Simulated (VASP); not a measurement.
# C (Fd-3m) in VASP: further runs, part 2 of 2

VASP 6.6.1.

### 3 Dielectric tensor, PBE+D3

Contents of INCAR:

```
  PREC = Accurate
  ENCUT = 900
  EDIFF = 1E-8
  ISMEAR = 0
  SIGMA = 0.05
  LREAL = F
  LASPH = T
  NELM = 60
  ALGO = Normal
  ISIF = 2
  LWAVE = F
  LCHARG = F
  GGA = PE
  IVDW = 11
  LEPSILON = T
```

Contents of KPOINTS:

```
Automatic mesh
0
Gamma
  13 13 13
```

Contents of POSCAR:

```
C
1.0
    0.0000000000      1.7833700000      1.7833700000
    1.7833700000      0.0000000000      1.7833700000
    1.7833700000      1.7833700000      0.0000000000
C
2
Direct
    0.7500000000      0.7500000000      0.7500000000
    0.5000000000      0.5000000000      0.5000000000
```

Potentials or basis: VASP PAW PBE potentials, release 64 (C_h).

Started as:

```bash
$ cat potpaw_PBE.64/C_h/POTCAR > POTCAR
$ mpirun -np 1 vasp_std > vasp.out
```

OUTCAR:

```text
PREC = Accurate
   ENCUT = 900
   EDIFF = 1E-8
   ISMEAR = 0
   LREAL = F
   LASPH = T
   NELM = 60
   ISIF = 2
   GGA = PE
   IVDW = 11
   LEPSILON = T
 IVDW          = 11

 ion  position               nearest neighbor table
   1  0.750  0.750  0.750-
   2  0.500  0.500  0.500-

  LATTYP: Found a face centered cubic cell.
 ALAT       =     3.5667400000

  Lattice vectors:

 A1 = (   0.0000000000,   1.7833700000,   1.7833700000)
 A2 = (   1.7833700000,   0.0000000000,   1.7833700000)
 A3 = (   1.7833700000,   1.7833700000,   0.0000000000)

Analysis of symmetry for initial positions (statically):
=====================================================================
 Subroutine PRICEL returns:
 Original cell was already a primitive cell.

 Routine SETGRP: Setting up the symmetry group for a
 face centered cubic supercell.

 Subroutine GETGRP returns: Found 48 space group operations
 (whereof 24 operations were pure point group operations)
 out of a pool of 48 trial point group operations.

The static configuration has the point symmetry T_d .
 The point group associated with its full space group is O_h .

Analysis of symmetry for dynamics (positions and initial velocities):
=====================================================================
 Subroutine PRICEL returns:
 Original cell was already a primitive cell.

 Routine SETGRP: Setting up the symmetry group for a
 face centered cubic supercell.

 Subroutine GETGRP returns: Found 48 space group operations
 (whereof 24 operations were pure point group operations)
 out of a pool of 48 trial point group operations.

The dynamic configuration has the point symmetry T_d .
 The point group associated with its full space group is O_h .

 Subroutine INISYM returns: Found 48 space group operations
 (whereof 24 operations are pure point group operations),
 and found     1 'primitive' translations
[... 438 lines left out ...]

  energy  without entropy=      -18.4299326501  energy(sigma->0) =      -18.42993265

 HEAD OF MICROSCOPIC STATIC DIELECTRIC TENSOR (INDEPENDENT PARTICLE, excluding Hartree and local field effects)
 ------------------------------------------------------
           5.957558     0.000000     0.000000
           0.000000     5.957558     0.000000
           0.000000     0.000000     5.957558
 ------------------------------------------------------

 Free energy of the ion-electron system (eV)
  ---------------------------------------------------
  ---------------------------------------------------
  free energy    TOTEN  =        -0.16241044 eV

  energy without entropy =       -0.16241044

------------------------ aborting loop because EDIFF is reached ----------------------------------------

 Edisp (eV)   -0.21658

 E8    (eV) :    -0.0827
[... 7 lines left out ...]
 E8    (eV) :    -0.0827

--------------------------------------- Ionic step        3  -------------------------------------------

 Free energy of the ion-electron system (eV)
  ---------------------------------------------------
  ---------------------------------------------------
  free energy    TOTEN  =        -0.16241042 eV

  energy without entropy =       -0.16241042

------------------------ aborting loop because EDIFF is reached ----------------------------------------

 Edisp (eV)   -0.21658

 E8    (eV) :    -0.0827

 PIEZOELECTRIC TENSOR FIELD DIRECTION 3  (e Angst)
 -----------------------------------------------------------------------------
    -0.00011  0.00000  0.00000           ( -0.00000  0.00000  0.00000)
    -0.00000 -0.00011  0.00000           (  0.00000 -0.00000  0.00000)
     0.00000  0.00000 -0.00017           (  0.00000  0.00000 -0.00000)

 PIEZOELECTRIC TENSOR FIELD DIRECTION 3  (C/m^2)
 -----------------------------------------------------------------------------
    -0.00016  0.00000  0.00000
    -0.00000 -0.00016  0.00000
     0.00000  0.00000 -0.00025

 MACROSCOPIC STATIC DIELECTRIC TENSOR (including local field effects in DFT)
 ------------------------------------------------------
           5.842158     0.000000     0.000000
          -0.000000     5.842158     0.000000
           0.000000    -0.000000     5.842158
 ------------------------------------------------------

 PIEZOELECTRIC TENSOR (including local field effects)  for field in x, y, z        (e  Angst)
          XX          YY          ZZ          XY          YZ          ZX
  --------------------------------------------------------------------------------
  x     0.00000     0.00000     0.00000     0.00000     0.00000     0.00000
  y     0.00000    -0.00000    -0.00000     0.00000     0.00000    -0.00000
  z     0.00000     0.00000     0.00000     0.00000     0.00000     0.00000

 PIEZOELECTRIC TENSOR (including local field effects)  for field in x, y, z        (C/m^2)
          XX          YY          ZZ          XY          YZ          ZX
  --------------------------------------------------------------------------------
  x     0.00000     0.00000     0.00000     0.00000     0.00000     0.00000
  y     0.00000    -0.00000    -0.00000     0.00000     0.00000    -0.00000
  z     0.00000     0.00000     0.00000     0.00000     0.00000     0.00000

 BORN EFFECTIVE CHARGES (including local field effects) (in |e|, cummulative output)
 ---------------------------------------------------------------------------------
 ion    1
    1     0.00000     0.00000     0.00000
    2    -0.00000     0.00000    -0.00000
    3     0.00000     0.00000     0.00000
 ion    2
    1    -0.00000    -0.00000    -0.00000
    2     0.00000    -0.00000     0.00000
    3    -0.00000    -0.00000    -0.00000
```

Run time: 2.4 min. Hardware: 1 thread of Intel Xeon Platinum 8488C (Sapphire Rapids), shared host; peak memory 0.25 GiB.

What came out:

```yaml
Band_gap_on_the_k_mesh: 4.15 eV, indirect (least direct gap 5.60 eV)
Electronic_dielectric_tensor_diagonal: 5.84
Born_charges_mean_of_the_diagonal: C +0.00 e
Dispersion_energy_per_atom: -0.108 eV
```

Levels at points of the mesh, in eV from the valence-band top:
```tsv
k point	band 1	band 2	band 3	band 4	band 5	band 6	band 7	band 8
(0.00, 0.00, 0.00)	-21.47	0.00	0.00	0.00	5.60	5.60	5.60	13.34
```

Electronic dielectric tensor:
```
5.84 0.00 0.00
0.00 5.84 0.00
0.00 0.00 5.84
```

Born effective charge tensors (e):
atom 1, C
```
0.00 0.00 0.00
0.00 0.00 0.00
0.00 0.00 0.00
```
atom 2, C
```
0.00 0.00 0.00
0.00 0.00 0.00
0.00 0.00 0.00
```

Caveat: an odd mesh through Γ misses points on the zone boundary, where band edges often lie.

### 4 Born charges and dielectric tensor, vdW-DF-cx

Contents of INCAR:

```
PREC = Accurate
ENCUT = 520
EDIFF = 1E-8
ISMEAR = 0
SIGMA = 0.1
LREAL = F
LASPH = T
NELM = 80
ALGO = Normal
ISIF = 2
LWAVE = F
LCHARG = F
GGA = CX
LUSE_VDW = T
AGGAC = 0.0
LEPSILON = T
IBRION = 8
```

Contents of KPOINTS:

```
regular mesh
0
Gamma
  13 13 13
```

POSCAR is that of step 3.

Potentials or basis: VASP PAW PBE potentials, release 64 (C).

Started as:

```bash
$ cat potpaw_PBE.64/C/POTCAR > POTCAR
$ mpirun -np 1 vasp_std > vasp.out
```

OUTCAR:

```text
PREC = Accurate
   ENCUT = 520
   EDIFF = 1E-8
   ISMEAR = 0
   LREAL = F
   LASPH = T
   NELM = 80
   ISIF = 2
   GGA = CX
   LEPSILON = T
   IBRION = 8

 ion  position               nearest neighbor table
   1  0.750  0.750  0.750-   2 1.54   2 1.54   2 1.54   2 1.54
   2  0.500  0.500  0.500-   1 1.54   1 1.54   1 1.54   1 1.54

  LATTYP: Found a face centered cubic cell.
 ALAT       =     3.5667400000

  Lattice vectors:

 A1 = (   0.0000000000,   1.7833700000,   1.7833700000)
 A2 = (   1.7833700000,   0.0000000000,   1.7833700000)
 A3 = (   1.7833700000,   1.7833700000,   0.0000000000)

Analysis of symmetry for initial positions (statically):
=====================================================================
 Subroutine PRICEL returns:
 Original cell was already a primitive cell.

 Routine SETGRP: Setting up the symmetry group for a
 face centered cubic supercell.

 Subroutine GETGRP returns: Found 48 space group operations
 (whereof 24 operations were pure point group operations)
 out of a pool of 48 trial point group operations.

The static configuration has the point symmetry T_d .
 The point group associated with its full space group is O_h .

Analysis of symmetry for dynamics (positions and initial velocities):
=====================================================================
 Subroutine PRICEL returns:
 Original cell was already a primitive cell.

[... 538 lines left out ...]

 BORN EFFECTIVE CHARGES (including local field effects) (in |e|, cummulative output)
 ---------------------------------------------------------------------------------
 ion    1
    1     0.00000     0.00000     0.00000
    2     0.00000     0.00000     0.00000
    3     0.00000    -0.00000     0.00000
 ion    2
    1    -0.00000     0.00000     0.00000
    2     0.00000    -0.00000    -0.00000
    3    -0.00000     0.00000    -0.00000

 INTERNAL STRAIN TENSOR FOR ION    2 for displacements in x,y,z  (eV/Angst):
          X           Y           Z          XY          YZ          ZX
  --------------------------------------------------------------------------------
  x     0.00000     0.00000     0.00000     0.00000     3.56707     0.00000
  y    -0.00000     0.00000    -0.00000     0.00000     0.00000     3.56707
  z     0.00000     0.00000     0.00000     3.56707     0.00000     0.00000

 SECOND DERIVATIVES (NOT SYMMETRIZED)
 ------------------------------------
               1X          1Y          1Z          2X          2Y          2Z
  1X   -37.213328    0.000000    0.000000   37.213328    0.000000    0.000000
  1Y     0.000000  -37.213328    0.000000    0.000000   37.213328    0.000000
  1Z     0.000000    0.000000  -37.213328    0.000000    0.000000   37.213328
  2X    37.213328    0.000000    0.000000  -37.213328    0.000000    0.000000
  2Y     0.000000   37.213328    0.000000    0.000000  -37.213328    0.000000
  2Z     0.000000    0.000000   37.213328    0.000000    0.000000  -37.213328

 Eigenvectors and eigenvalues of the dynamical matrix
 ----------------------------------------------------

   1 f  =   38.915749 THz   244.514863 2PiTHz 1298.089663 cm-1   160.942534 meV
             X         Y         Z           dx          dy          dz
      2.675055  2.675055  2.675055     0.000000   -0.095766    0.700592
      1.783370  1.783370  1.783370     0.000000    0.095766   -0.700592
[... 11 lines left out ...]
   4 f  =    0.000000 THz     0.000000 2PiTHz    0.000000 cm-1     0.000000 meV
             X         Y         Z           dx          dy          dz
      2.675055  2.675055  2.675055     0.707107    0.000000    0.000000
      1.783370  1.783370  1.783370     0.707107    0.000000    0.000000

   5 f/i=    0.000000 THz     0.000002 2PiTHz    0.000012 cm-1     0.000001 meV
             X         Y         Z           dx          dy          dz
      2.675055  2.675055  2.675055     0.000000    0.500000   -0.500000
      1.783370  1.783370  1.783370     0.000000    0.500000   -0.500000

   6 f/i=    0.000001 THz     0.000004 2PiTHz    0.000019 cm-1     0.000002 meV
             X         Y         Z           dx          dy          dz
      2.675055  2.675055  2.675055     0.000000   -0.500000   -0.500000
      1.783370  1.783370  1.783370     0.000000   -0.500000   -0.500000

--------------------------------------------------------------------------------------------------------

 MACROSCOPIC STATIC DIELECTRIC TENSOR IONIC CONTRIBUTION
 ------------------------------------------------------
           0.000000     0.000000     0.000000
           0.000000     0.000000    -0.000000
           0.000000    -0.000000     0.000000
 ------------------------------------------------------

 ELASTIC MODULI CONTR FROM IONIC RELAXATION (kBar)
 Direction    XX          YY          ZZ          XY          YZ          ZX
 --------------------------------------------------------------------------------
 XX          -0.0000     -0.0000     -0.0000     -0.0000     -0.0000      0.0000
 YY          -0.0000     -0.0000     -0.0000     -0.0000     -0.0000     -0.0000
 ZZ          -0.0000     -0.0000     -0.0000     -0.0000     -0.0000      0.0000
 XY          -0.0000     -0.0000     -0.0000    -48.2927      0.0000      0.0000
 YZ          -0.0000     -0.0000     -0.0000      0.0000    -48.2927      0.0000
 ZX           0.0000     -0.0000      0.0000      0.0000      0.0000    -48.2927
 --------------------------------------------------------------------------------

 PIEZOELECTRIC TENSOR IONIC CONTR  for field in x, y, z        (C/m^2)
          XX          YY          ZZ          XY          YZ          ZX
  --------------------------------------------------------------------------------
  x    -0.00000    -0.00000    -0.00000     0.00000    -0.00000     0.00000
  y     0.00000    -0.00000     0.00000    -0.00000     0.00000    -0.00000
  z    -0.00000    -0.00000    -0.00000    -0.00000    -0.00000     0.00000
```

stdout:

```text
POSCAR found type information on POSCAR C
 POSCAR found :  1 types and       2 ions
 scaLAPACK will be used
 -----------------------------------------------------------------------------
|                                                                             |
|                                                                             |
|     You have switched on vdW-DFT.                                           |
[... 48 lines left out ...]
  Direction:   3
 dielectric tensor                  component  3 :     0.236     1.023     5.886
 Linear response DOF=           1
 Linear response progress:
 first order change of Fermi-energy   0.57311E-04
 force on displaced ion       1 direction 1 : -37.213   0.000   0.000
 Born effective charge ion    1 direction 1 :  -0.000   0.000   0.000
 Born effective charges drift removed
 Linear response finished
```

Wall time 3.2 min (1 thread of Intel Xeon Platinum 8488C (Sapphire Rapids), shared host); peak memory 0.28 GiB.

Results:

```yaml
Band_gap_on_the_k_mesh: 4.10 eV, indirect (least direct gap 5.59 eV)
Electronic_dielectric_tensor_diagonal: 5.89
Born_charges_mean_of_the_diagonal: C +0.00 e
Highest_phonon_frequency_at_Γ: 1298 cm⁻¹
```

Phonon frequencies in cm⁻¹ (negative: imaginary):
```tsv
q point	frequencies
(0.000, 0.000, 0.000)	0 0 0 1298 1298 1298
```

Electronic dielectric tensor:
```
5.89 0.00 0.00
0.00 5.89 0.00
0.00 0.00 5.89
```

Born effective charge tensors (e):
atom 1, C
```
0.00 0.00 0.00
0.00 0.00 0.00
0.00 0.00 0.00
```
atom 2, C
```
0.00 0.00 0.00
0.00 0.00 0.00
0.00 0.00 0.00
```

Caveat: an odd mesh through Γ misses points on the zone boundary, where band edges often lie.

### 5 Band structure, PBE

POSCAR is that of step 4.

Contents of INCAR.step1:

```
SYSTEM = C
PREC = Accurate
ENCUT = 900
EDIFF = 1E-6
ISMEAR = -1
SIGMA = 0.05
LREAL = .False.
LASPH = .True.
NELM = 100
ALGO = Fast
ISIF = 2
LWAVE = .False.
LCHARG = .True.
GGA = PE
NBANDS = 11
```

Contents of KPOINTS.step1:

```
regular mesh
0
Gamma
  13 13 13
  0 0 0
```

Contents of INCAR.step2:

```
SYSTEM = C
PREC = Accurate
ENCUT = 900
EDIFF = 1E-6
ISMEAR = 0
SIGMA = 0.05
LREAL = .False.
LASPH = .True.
NELM = 100
ALGO = Fast
ISIF = 2
LWAVE = .False.
LCHARG = .False.
GGA = PE
NBANDS = 11
ICHARG = 11
```

Contents of KPOINTS.step2:

```
path GXWKGLUWLK,UX
15
line-mode
reciprocal
 0.0000000000  0.0000000000  0.0000000000  G
 0.5000000000  0.0000000000  0.5000000000  X

 0.5000000000  0.0000000000  0.5000000000  X
 0.5000000000  0.2500000000  0.7500000000  W

 0.5000000000  0.2500000000  0.7500000000  W
 0.3750000000  0.3750000000  0.7500000000  K

 0.3750000000  0.3750000000  0.7500000000  K
 0.0000000000  0.0000000000  0.0000000000  G

 0.0000000000  0.0000000000  0.0000000000  G
 0.5000000000  0.5000000000  0.5000000000  L

 0.5000000000  0.5000000000  0.5000000000  L
 0.6250000000  0.2500000000  0.6250000000  U

 0.6250000000  0.2500000000  0.6250000000  U
 0.5000000000  0.2500000000  0.7500000000  W

 0.5000000000  0.2500000000  0.7500000000  W
 0.5000000000  0.5000000000  0.5000000000  L

 0.5000000000  0.5000000000  0.5000000000  L
 0.3750000000  0.3750000000  0.7500000000  K

 0.6250000000  0.2500000000  0.6250000000  U
 0.5000000000  0.0000000000  0.5000000000  X
```

Potentials or basis: VASP PAW PBE potentials, release 64 (C_h).

Started as:

```bash
$ cat potpaw_PBE.64/C_h/POTCAR > POTCAR
$ cp INCAR.step1 INCAR
$ cp KPOINTS.step1 KPOINTS
$ mpirun -np 1 vasp_std > vasp.out
$ cp INCAR.step2 INCAR
$ cp KPOINTS.step2 KPOINTS
$ mpirun -np 1 vasp_std > vasp.out
```

Wall time 24 s (1 thread of Intel Xeon 6975P-C (Granite Rapids), shared host); peak memory 0.16 GiB.

Results (log left out):

```yaml
Band_gap_on_the_k_mesh: 4.15 eV, indirect (least direct gap 5.60 eV)
Band_gap_along_the_path: 4.14 eV, indirect (least direct gap 5.60 eV)
```

Levels at the corners of the path, in eV from the valence-band top:
| point | band 1 | band 2 | band 3 | band 4 | band 5 | band 6 | band 7 | band 8 |
| --- | --- | --- | --- | --- | --- | --- | --- | --- |
| Γ | -21.47 | 0.00 | 0.00 | 0.00 | 5.60 | 5.60 | 5.60 | 13.34 |
| X | -12.76 | -12.76 | -6.30 | -6.30 | 4.77 | 4.77 | 16.82 | 16.82 |
| X | -12.76 | -12.76 | -6.30 | -6.30 | 4.77 | 4.77 | 16.82 | 16.82 |
| W | -11.97 | -11.97 | -8.32 | -8.32 | 10.63 | 10.63 | 12.33 | 12.33 |
| W | -11.97 | -11.97 | -8.32 | -8.32 | 10.63 | 10.63 | 12.33 | 12.33 |
| K | -12.97 | -11.73 | -9.31 | -5.36 | 5.68 | 10.75 | 14.38 | 15.64 |
| K | -12.97 | -11.73 | -9.31 | -5.36 | 5.68 | 10.75 | 14.38 | 15.64 |
| Γ | -21.47 | 0.00 | 0.00 | 0.00 | 5.60 | 5.60 | 5.60 | 13.34 |
| Γ | -21.47 | 0.00 | 0.00 | 0.00 | 5.60 | 5.60 | 5.60 | 13.34 |
| L | -15.70 | -13.37 | -2.80 | -2.80 | 8.47 | 8.47 | 8.85 | 15.71 |
| L | -15.70 | -13.37 | -2.80 | -2.80 | 8.47 | 8.47 | 8.85 | 15.71 |
| U | -12.97 | -11.73 | -9.31 | -5.36 | 5.68 | 10.75 | 14.38 | 15.64 |
| U | -12.97 | -11.73 | -9.31 | -5.36 | 5.68 | 10.75 | 14.38 | 15.64 |
| W | -11.97 | -11.97 | -8.32 | -8.32 | 10.63 | 10.63 | 12.33 | 12.33 |
| W | -11.97 | -11.97 | -8.32 | -8.32 | 10.63 | 10.63 | 12.33 | 12.33 |
| L | -15.70 | -13.37 | -2.80 | -2.80 | 8.47 | 8.47 | 8.85 | 15.71 |
| L | -15.70 | -13.37 | -2.80 | -2.80 | 8.47 | 8.47 | 8.85 | 15.71 |
| K | -12.97 | -11.73 | -9.31 | -5.36 | 5.68 | 10.75 | 14.38 | 15.64 |
| U | -12.97 | -11.73 | -9.31 | -5.36 | 5.68 | 10.75 | 14.38 | 15.64 |
| X | -12.76 | -12.76 | -6.30 | -6.30 | 4.77 | 4.77 | 16.82 | 16.82 |

Caveat: the log is that of the step along the path at fixed density, whose energy, stress, charges and moments have no meaning.

### 6 Summary

| task | level | potentials or basis | cutoff (eV) | smearing | gap on the mesh (eV) |
| --- | --- | --- | --- | --- | --- |
| Born charges and dielectric tensor | PBEsol | VASP PAW PBE potentials, release 64 (C) | 520 | fermi-dirac 0.05 eV | 4.01 |
| dielectric tensor | PBE+D3 | VASP PAW PBE potentials, release 64 (C_h) | 900 | gaussian 0.05 eV | 4.15 |
| Born charges and dielectric tensor | vdW-DF-cx | VASP PAW PBE potentials, release 64 (C) | 520 | gaussian 0.1 eV | 4.10 |
| band structure | PBE | VASP PAW PBE potentials, release 64 (C_h) | 900 | fermi-dirac 0.05 eV | 4.15 |

Alike in all rows: no spin polarisation; cell as given; k mesh 13 × 13 × 13.

Caveats: an odd mesh through Γ misses points on the zone boundary, where band edges often lie (some runs).

Absolute energies hang on the potentials; compare differences alone.
